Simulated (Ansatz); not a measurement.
# MoS2 (2H monolayer): the G0W0 gap against the k mesh

Wanted: mesh convergence of the gap correction in MoS2 (2H monolayer).

Method: G0W0 on PBE, plane waves, PAW, in Ansatz 0.2.0.

### Step 1. Set-up

The cell holds 3 atoms: 1 Mo and 2 S. Its edges and angles: a = 3.185 Å, b = 3.185 Å, c = 29.500 Å, α = 90.0°, β = 90.0°, γ = 120.0°. Vacuum lies along c.

The structure was relaxed with PBE. The runs that relaxed it are not among those shown. The default PAW set here is soft_2. Its files were made with PBE. The Coulomb interaction is cut off across the vacuum.

### Step 2. The 3×3×1 mesh

Now the one-shot GW correction: screening in the RPA, then the self-energy of the levels asked for.

File input.yaml:

```yaml
crystal:
  lattice:
    - [3.1845368756, 0.0, 0.0]
    - [-1.5922684378, 2.7578898336, 0.0]
    - [0.0, 0.0, 29.5]
  atoms:
    - { symbol: Mo, position: [0.3333333333, 0.6666666667, 0.5] }
    - { symbol: S, position: [0.6666666667, 0.3333333333, 0.5529685483] }
    - { symbol: S, position: [0.6666666667, 0.3333333333, 0.4470314517] }
  periodic: [true, true, false]
kpoints:
  mp_grid: { grid: [3, 3, 1] }
hamiltonian:
  xc: pbe
scf:
  occupations: { method: fixed }
gw:
  n_empty_bands: 195
  ecut_chi: 48.0
  qp_bands: [v2, c2]
  qp_kpoints: band_edges
  screening: { model: contour_deformation }
```

The run is started by

```
$ ansatz run input.yaml --threads 3 --pin off --max-ram 64512MiB --backend cuda --events-out ev --progress --plain --runs-dir out --devices 1 --max-vram 24GiB  # rebuilt from the run's record
```

Numbers of over 12 decimals in the logs are rounded to 6 here.

What it wrote:

```text
GPUs: using 1 of 1 available (devices: 1).
Engine: ansatz 0.2.0, x86_64-unknown-linux-gnu
Pseudopotentials: kind: paw
Pseudopotential: Mo, paw, valence charge 14, recommended cutoff 420 eV (normal), Mo.paw.azcp
Pseudopotential: S, paw, valence charge 6, recommended cutoff 420 eV (normal), S.paw.azcp
Functional definition: PBE
  parameter kappa = 0.804
  parameter beta = 0.066725
  exchange = pbe_x(kappa = kappa, mu = beta*pi^2/3)
  correlation = pbe_c(beta = beta)
device memory: the entry about to start is reckoned to put 1.9 GiB on a device that reports 72.7 GiB free (of which the cap on the GPU budget leaves the run 24.0 GiB)
GPU FFT provider: cuFFT
GPU libraries: cuBLAS 13.8.2, cuFFT 12.4.0, cuSOLVER 12.3.4
Crystal: 3 atoms, lattice volume = 259.087 Å³
Basis set: ecut = 420 eV, 5127 PW (Γ)
Bands: 17, of which v1, the nominal top of the filled ones, is band 13 counted from 1 (12 counted from 0)
Symmetry: 12 space group operations
Space group: P-6m2 (ITA 187), of the structure as read, at distance tolerance 6.4e-5 Å
k-points: 3 of 9 (time reversal used)
Non-local potential: Mo, projectors of the file, l = 0: 3, l = 1: 2, l = 2: 2, l = 3: 1
Non-local potential: S, projectors of the file, l = 0: 2, l = 1: 2, l = 2: 2
PAW form: soft (Blöchl's): semilocal exchange-correlation on the pseudo side does not see the compensation charge
PAW one-centre angular grid: Mo, 590 points (default); XC on 64 Gauss nodes
PAW one-centre angular grid: S, 110 points (default); XC on 64 Gauss nodes
Initial density: superposition of atomic densities (neutral atoms: chi_scale 0, normalization atom), corrected by the library's trained network
Initial wavefunctions: pseudopotential atomic-orbital guess
GPU buffer pool allocated for 115200 grid points (all kernels)
GPU transforms: local potential and band sums: pruned to the plane-wave sphere, on 24×24×200
Functional: x = pbe(κ = 0.804, μ = 0.219515), c = pbe(β = 0.066725)
SCF iter   1: F=—  HF=-6762.849622 eV  |F-HF|=—  |Δ(HF+E_count)|=         —  Δρ=4.18e-3  dr2=6.07e-2  ethr=1.77e-3  ⟨swp⟩=8.0  Hψ=350  notcnv=0  defer=6
preconditioner: auto → none  [insulator: Δε(μ)=1.648 eV  Ē_g=8.047 eV  n_scr=16 (ndim 8)  ℏωp=9.8 eV  f_vac=0.762  ε∞_Penn≈2.5]
SCF iter   2: F=—  HF=-6762.891564 eV  |F-HF|=—  |Δ(HF+E_count)|=   4.19e-2  Δρ=6.33e-3  dr2=3.30e-1  ethr=2.33e-4  ⟨swp⟩=5.0  Hψ=154  notcnv=0  defer=6  recentre
SCF iter   3: F=—  HF=-6762.847241 eV  |F-HF|=—  |Δ(HF+E_count)|=   4.43e-2  Δρ=2.20e-3  dr2=8.68e-3  ethr=2.33e-4  ⟨swp⟩=4.0  Hψ=104  notcnv=0  defer=6
SCF iter   4: F=—  HF=-6762.850321 eV  |F-HF|=—  |Δ(HF+E_count)|=   3.08e-3  Δρ=3.40e-4  dr2=1.57e-4  ethr=3.34e-5  ⟨swp⟩=3.7  Hψ=140  notcnv=0  defer=6
SCF iter   5: F=—  HF=-6762.850473 eV  |F-HF|=—  |Δ(HF+E_count)|=   1.52e-4  Δρ=1.11e-4  dr2=1.12e-5  ethr=6.02e-7  ⟨swp⟩=3.7  Hψ=125  notcnv=0  defer=6
SCF iter   6: F=—  HF=-6762.850494 eV  |F-HF|=—  |Δ(HF+E_count)|=   2.12e-5  Δρ=2.27e-5  dr2=9.96e-7  ethr=4.31e-8  ⟨swp⟩=3.3  Hψ=109  notcnv=0  defer=6
SCF iter   7: F=-6762.850495 eV  HF=-6762.850495 eV  |F-HF|=3.09e-8  |Δ(HF+E_count)|=   1.77e-7  Δρ=5.16e-6  dr2=2.83e-8  ethr=3.85e-10  ⟨swp⟩=9.3  Hψ=397  notcnv=0
SCF 1 converged in 7 iterations: F = -6762.850495 eV  dr2 = 2.83e-8
[...]
device memory: the entry about to start is reckoned to put 2.7 GiB on a device that reports 68.6 GiB free (of which the cap on the GPU budget leaves the run 24.0 GiB)
NSCF: frozen V_eff on 3 k-points
[...]
device memory: the entry about to start is reckoned to put 4.7 GiB on a device that reports 68.6 GiB free (of which the cap on the GPU budget leaves the run 24.0 GiB)
NSCF: frozen V_eff on 3 k-points
G₀W₀ screening: q 1/3
[... further progress lines ...]
device memory: the entry about to start is reckoned to put 0.6 GiB on a device that reports 69.3 GiB free (of which the cap on the GPU budget leaves the run 24.0 GiB)
NSCF: frozen V_eff on 1 k-points
SCF converged after 7 iterations
Free energy (F): -6762.850495 eV
Harris-Foulkes:  -6762.850495 eV  (|F-HF|=3.09e-8)
Internal energy: -6762.850495 eV  (E = F + TS)
E sigma→0 (E₀):  -6762.850495 eV
Fermi energy:    -5.894988 eV
--- Per-component energies (eV) ---
  E_band       = -575.658006
  E_kinetic    = 654.839052
  E_local      = -43210.291116  (includes V_loc(G=0)·N_el)
  E_nonlocal   = 199.308447
  E_hartree    = 21169.060473
  E_xc         = -377.945556
  E_vxc        = -404.232337  (∫ρ·V_xc dr)
  E_paw        = -4401.558196  (= ΣΔE_a)
  E_vpaw       = -153.393423  (= ΣTr[D̂ρ^β])
  E_aug_tail   = 0.000042  (compensation charges beyond the density's cutoff)
  E_ewald      = 19203.736359
  E_smearing   = -0.000000  (= −TS)
  E_closure    = 0.000000  (closes the sum)
  Σ components = -6762.850495   (vs F -6762.850495, Δ=0.00e0)
--- Band table (eV) ---
  k-point 0: bands = [... 9 lower, -7.7402, -7.4474, -7.4474, -5.9476, -3.1961, -3.1961, -2.9410, -2.9410]
  k-point 1: bands = [... 9 lower, -8.7881, -7.5895, -7.3102, -6.8787, -3.6786, -3.5868, -2.5541, -1.8684]
  k-point 2: bands = [... 9 lower, -9.4883, -8.8509, -8.1059, -5.8950, -4.2541, -2.8819, -2.3488, -1.0729]
--- G₀W₀: contour deformation, 6 samples at zero and on the imaginary axis and 1 off it, 9 q-points, 195 empty bands' worth ---
  eigenvalues of the whole cell's RPA ε∞ on this k-mesh (on a slab, of 1 + 4πα/V) = 1.1673, 4.8129, 4.8129; static W/v taken at q = 0 is 0.412070
  bands read: the sum over 208 bands ends inside a degenerate multiplet in 1 slot, whose members it reads at an even weight; the widest, k=0: bands 208 to 209 (counted from 1) at 1/2 each
  gw.qp_kpoints: band_edges: 3 of 3 stored k-points solved, in 1 pass; an edge of the gap read off the rows below is read off those points alone
    ik  band        ε_KS         Σx   Σc(E_QP)       V_xc       Z   E_QP_lin       E_QP  E_QP is
     0    12     -7.4474   -20.3735     2.1371   -18.5359  0.6910    -7.1515    -7.1479  root
     0    13     -5.9476   -18.5303     1.1548   -17.6400  0.6959    -5.6857    -5.6831  root
     0    14     -3.1961   -13.5933    -4.0384   -18.4655  0.6958    -2.3167    -2.3622  root
     0    15     -3.1961   -13.5933    -4.0384   -18.4655  0.6958    -2.3167    -2.3622  root
     1    12     -7.3102   -19.5422     2.4904   -17.2085  0.6864    -7.1548    -7.1535  root
     1    13     -6.8787   -18.7778     1.6366   -17.3360  0.6883    -6.6855    -6.6838  root
     1    14     -3.6786   -15.2642    -4.0868   -20.2355  0.6867    -2.7409    -2.7943  root
     1    15     -3.5868   -14.1520    -4.0703   -18.9825  0.6882    -2.7880    -2.8266  root
     2    12     -8.1059   -19.7462     2.9972   -16.8295  0.6707    -8.0257    -8.0253  root
     2    13     -5.8950   -19.7705     1.2516   -18.8608  0.6922    -5.5572    -5.5531  root
     2    14     -4.2541   -15.4421    -4.1528   -20.4806  0.6871    -3.3162    -3.3686  root
     2    15     -2.8819   -12.7561    -4.3210   -17.8391  0.6964    -2.0823    -2.1198  root
```

Elapsed: 6.9 s, on 1 × NVIDIA H100 80GB HBM3 (shared by 3 runs) with 3 threads of AMD EPYC 7R13 (Zen 3), shared host; peak memory 1.1 GiB; 9.9 s of CPU time.

Numbers from this step:

* bands summed: 208
* plane waves in the screening matrix: 183
* q-points in the mesh: 9
* G0W0 gap on the mesh: 2.185 eV
* k of the valence top: 0.3333, 0.3333, 0
* k of the conduction bottom: 0.3333, 0.3333, 0
* starting gap on the mesh: 1.641 eV
* Z at the valence top: 0.6922
* Z at the conduction bottom: 0.6871
* least direct G0W0 gap on the computed points: 2.185 eV

The gap on the mesh goes from 1.64 eV to 2.18 eV, a correction of +0.54 eV. Between the two edge states, bare exchange in place of the xc potential would open the gap by 5.95 eV, and correlation takes back 5.40 eV.

### Step 3. The 6×6×1 mesh

A second mesh at equal bands and cutoff isolates the sampling error.

input.yaml, as its differences from that of step 2:

```diff
@@ -11,3 +11,3 @@
 kpoints:
-  mp_grid: { grid: [3, 3, 1] }
+  mp_grid: { grid: [6, 6, 1] }
 hamiltonian:
```

What it wrote:

```text
GPUs: using 1 of 1 available (devices: 1).
[...]
GPU FFT provider: cuFFT
GPU libraries: cuBLAS 13.8.2, cuFFT 12.4.0, cuSOLVER 12.3.4
Crystal: 3 atoms, lattice volume = 259.087 Å³
Basis set: ecut = 420 eV, 5127 PW (Γ)
Bands: 17, of which v1, the nominal top of the filled ones, is band 13 counted from 1 (12 counted from 0)
[... 1 set-up line as in the run before ...]
[...]
k-points: 7 of 36 (time reversal used)
[...]
GPU buffer pool allocated for 115200 grid points (all kernels)
[...]
SCF iter   1: F=—  HF=-6762.805203 eV  |F-HF|=—  |Δ(HF+E_count)|=         —  Δρ=2.46e-3  dr2=4.84e-3  ethr=1.77e-3  ⟨swp⟩=7.9  Hψ=820  notcnv=0  defer=13
[...]
SCF iter   7: F=-6762.814726 eV  HF=-6762.814726 eV  |F-HF|=8.23e-8  |Δ(HF+E_count)|=   6.59e-7  Δρ=3.28e-6  dr2=2.67e-8  ethr=3.85e-10  ⟨swp⟩=11.1  Hψ=771  notcnv=0
SCF 1 converged in 7 iterations: F = -6762.814726 eV  dr2 = 2.67e-8
[...]
0    12     -7.4443   -20.2113     1.8186   -18.5807  0.7169    -7.2573    -7.2563  root
     0    13     -5.9395   -18.5970     1.0749   -17.6672  0.7189    -5.7949    -5.7944  root
     0    14     -3.1850   -13.7004    -3.7781   -18.4391  0.7201    -2.1861    -2.2245  root
     0    15     -3.1850   -13.7004    -3.7781   -18.4391  0.7201    -2.1861    -2.2245  root
     1    12     -7.0147   -18.0154     2.4038   -15.4531  0.7212    -7.1740    -7.1732  root
     1    13     -6.2255   -19.1948     1.2667   -18.0983  0.7152    -6.0561    -6.0553  root
     1    14     -3.6418   -13.2040    -3.5907   -17.6406  0.7188    -2.7673    -2.7959  root
     1    15     -3.3718   -13.7408    -3.9556   -18.6712  0.7266    -2.3587    -2.3970  root
[...]
6    12     -8.0801   -19.8614     2.9538   -16.8523  0.6864    -8.1355    -8.1353  root
     6    13     -5.9575   -19.3276     0.7094   -18.8920  0.7195    -5.6853    -5.6837  root
     6    14     -4.2837   -16.1054    -3.3995   -20.5050  0.7171    -3.2472    -3.2837  root
     6    15     -2.8779   -12.6935    -4.2121   -17.8436  0.7192    -1.9007    -1.9400  root
[key lines of the parts left out:]
SCF converged after 7 iterations
Free energy (F): -6762.814726 eV
Fermi energy:    -5.939481 eV
```

Wall time 11 s (1 × NVIDIA H100 80GB HBM3 (shared by 3 runs) with 3 threads); peak memory 1.3 GiB; 17 s of CPU time.

This step gave:

| Item | Value |
| --- | --- |
| bands summed | 208 |
| plane waves in the screening matrix | 183 |
| q-points in the mesh | 36 |
| G0W0 gap on the mesh | 2.400 eV |
| k of the valence top | 0.3333, 0.3333, 0 |
| k of the conduction bottom | 0.3333, 0.3333, 0 |
| starting gap on the mesh | 1.656 eV |
| Z at the valence top | 0.7195 |
| Z at the conduction bottom | 0.7171 |
| least direct G0W0 gap on the computed points | 2.400 eV |

Against the run with 3×3×1 mesh, 195 empty bands, screening to 48 eV, the gap moves by +0.22 eV.

### Step 4. The 12×12×1 mesh

input.yaml, as its differences from that of step 3:

```diff
@@ -11,3 +11,3 @@
 kpoints:
-  mp_grid: { grid: [6, 6, 1] }
+  mp_grid: { grid: [12, 12, 1] }
 hamiltonian:
```

What it wrote:

```text
GPUs: using 1 of 1 available (devices: 1).
[...]
GPU FFT provider: cuFFT
GPU libraries: cuBLAS 13.8.2, cuFFT 12.4.0, cuSOLVER 12.3.4
Crystal: 3 atoms, lattice volume = 259.087 Å³
Basis set: ecut = 420 eV, 5127 PW (Γ)
Bands: 17, of which v1, the nominal top of the filled ones, is band 13 counted from 1 (12 counted from 0)
[... 1 set-up line as in the run before ...]
[...]
k-points: 19 of 144 (time reversal used)
[...]
1    15     -3.2140   -13.5786    -3.6555   -18.1321  0.7130    -2.2829    -2.3160  root
[...]
18    12     -8.0815   -19.8743     2.9484   -16.8524  0.6889    -8.1551    -8.1549  root
    18    13     -5.9601   -19.2198     0.5990   -18.8922  0.7246    -5.6900    -5.6887  root
    18    14     -4.2847   -16.2193    -3.2738   -20.5053  0.7224    -3.2424    -3.2726  root
    18    15     -2.8793   -12.6886    -4.1877   -17.8438  0.7229    -1.8760    -1.9118  root
[key lines of the parts left out:]
SCF converged after 7 iterations
Free energy (F): -6762.816029 eV
Fermi energy:    -5.940434 eV
```

Elapsed: 35 s, on 1 × NVIDIA H100 80GB HBM3 (shared by 3 runs) with 3 threads; peak memory 1.6 GiB; 65 s of CPU time.

Numbers from this step:

| Item | Value |
| --- | --- |
| bands summed | 208 |
| plane waves in the screening matrix | 183 |
| G0W0 gap on the mesh | 2.416 eV |
| k of the valence top | 0.3333, 0.3333, 0 |
| k of the conduction bottom | 0.3333, 0.3333, 0 |
| starting gap on the mesh | 1.656 eV |
| least direct G0W0 gap on the computed points | 2.416 eV |

Against the run with 6×6×1 mesh, 195 empty bands, screening to 48 eV, the gap moves by +0.016 eV.

### Step 5. The 18×18×1 mesh

input.yaml, as its differences from that of step 4:

```diff
@@ -11,3 +11,3 @@
 kpoints:
-  mp_grid: { grid: [12, 12, 1] }
+  mp_grid: { grid: [18, 18, 1] }
 hamiltonian:
```

What it wrote:

```text
GPUs: using 1 of 1 available (devices: 1).
[...]
GPU FFT provider: cuFFT
GPU libraries: cuBLAS 13.8.2, cuFFT 12.4.0, cuSOLVER 12.3.4
Crystal: 3 atoms, lattice volume = 259.087 Å³
Basis set: ecut = 420 eV, 5127 PW (Γ)
Bands: 17, of which v1, the nominal top of the filled ones, is band 13 counted from 1 (12 counted from 0)
[... 1 set-up line as in the run before ...]
[...]
k-points: 37 of 324 (time reversal used)
[...]
1    15     -3.1033   -13.7665    -3.7994   -18.5540  0.7220    -2.0795    -2.1152  root
[...]
36    12     -8.0811   -19.8755     2.9488   -16.8524  0.6892    -8.1557    -8.1555  root
    36    13     -5.9596   -19.2091     0.5892   -18.8921  0.7249    -5.6886    -5.6873  root
    36    14     -4.2842   -16.2307    -3.2630   -20.5053  0.7229    -3.2430    -3.2726  root
    36    15     -2.8789   -12.6880    -4.1862   -17.8437  0.7231    -1.8736    -1.9094  root
[key lines of the parts left out:]
SCF converged after 7 iterations
Free energy (F): -6762.816030 eV
Fermi energy:    -5.940024 eV
```

It took 1.9 min on 1 × NVIDIA H100 80GB HBM3 (shared by 3 runs) with 3 threads; peak memory 2.2 GiB; 3.3 min of CPU time.

This step gave:

```
bands summed                                 : 208
plane waves in the screening matrix          : 183
G0W0 gap on the mesh                         : 2.415 eV
k of the valence top                         : 0.3333, 0.3333, 0
k of the conduction bottom                   : 0.3333, 0.3333, 0
starting gap on the mesh                     : 1.656 eV
least direct G0W0 gap on the computed points : 2.415 eV
```

Against the run with 12×12×1 mesh, 195 empty bands, screening to 48 eV, the gap moves by −0.001 eV.

### Step 6. The meshes together

Times are wall times on 1 × NVIDIA H100 80GB HBM3 (shared by 3 runs) with 3 threads of AMD EPYC 7R13 (Zen 3), shared host, good to a factor of about two.

| mesh | points | irreducible | start (eV) | G0W0 (eV) | shift (eV) | mean of 1 + 4πα/V (set by the cell height) | time |
| --- | --- | --- | --- | --- | --- | --- | --- |
| 3×3×1 | 9 | 3 | 1.641 | 2.185 | +0.544 | 3.60 | 6.9 s |
| 6×6×1 | 36 | 7 | 1.656 | 2.400 | +0.744 | 3.10 | 11 s |
| 12×12×1 | 144 | 19 | 1.656 | 2.416 | +0.760 | 3.02 | 35 s |
| 18×18×1 | 324 | 37 | 1.656 | 2.415 | +0.759 | 3.01 | 1.9 min |

### Step 7. Results

- 3×3×1: 2.185 eV (shift +0.544)
- 6×6×1: 2.400 eV (shift +0.744)
- 12×12×1: 2.416 eV (shift +0.760)
- 18×18×1: 2.415 eV (shift +0.759)
- settings: PBE start, 195 empty bands, 48 eV

In words: The shift is +0.54 eV on 3×3×1 and +0.76 eV on 18×18×1; the last step moves it by −0.001 eV. The mean of 1 + 4πα/V (set by the cell height) ranges from 3.01 to 3.60 and ends at 3.01; the coarsest mesh overstates it. On 18×18×1 the states that bound the G0W0 gap lie 1.675 eV apart in the start, so part of the shift is a change of edge. From 9 to 324 points the time grows 16-fold. Bands and cutoff are modest here, so the values stand off the basis limit. The many-body steps are scalar-relativistic: spin-orbit coupling is not in them.

[Paths, hosts, dates, memory and timing lines, banners, echoed tables and standing remarks are left out of the program output.]

[Logs are printed without paths, hosts, clocks, repeated set-up lines and the standing remarks that a program may print on its own settings, such as how far it seeks lower states.]

[Runs of the session that timed out or met a known fault of the program may be left out.]

[Cells called generated may have been cut or substituted from an entry of the Crystallography Open Database or the Materials Project.]

[Hosts, paths, dates, database ids (printed as entryN), source tags and the programs' standing remarks are cut or masked in the printed files.]
